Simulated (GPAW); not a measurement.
Crystal: BN.

```
CELL_PARAMETERS angstrom
0.00000 1.81300 1.81300
1.81300 0.00000 1.81300
1.81300 1.81300 0.00000
ATOMIC_POSITIONS crystal
N 0.25000 0.25000 0.25000
B 0.00000 0.00000 0.00000
```

The cell is a database's computed one.

* Program: GPAW 26.7.0
* Task: relaxation of cell and atoms
* Functional: revPBE
* Dispersion: D3(BJ)
* Potentials or basis: the program's PAW data sets (release 1.2.1) made for this functional
* Cutoff: 800 eV
* Basis: pw
* k mesh: 13 × 13 × 13
* Occupations: fermi-dirac, width 0.05 eV
* Spin: no spin polarisation

At the start: pressure -8.6 GPa; volume 5.96 Å³/atom.

How do energy, volume and symmetry change on relaxing?

Over 3 steps the energy falls by 2.6 meV/atom and the volume is 5.82 Å³/atom (-2.3 %); space group F-43m (No. 216, to 0.05 Å).

The path:
```csv
step,energy change (eV),largest force (eV/Å),pressure (GPa),volume (Å³)
1,0.0000,0.0000,-8.56,11.92
2,-0.0031,0.0000,-6.11,11.84
3,-0.0052,0.0000,0.11,11.64
```

Final structure:
```xyz
2
Lattice="0.0000 1.7989 1.7989 1.7989 0.0000 1.7989 1.7989 1.7989 0.0000" Properties=species:S:1:pos:R:3 pbc="T T T"
N     0.8994    0.8994    0.8994
B     0.0000    0.0000    0.0000
```

Caveat: later steps reuse the first step's grids.
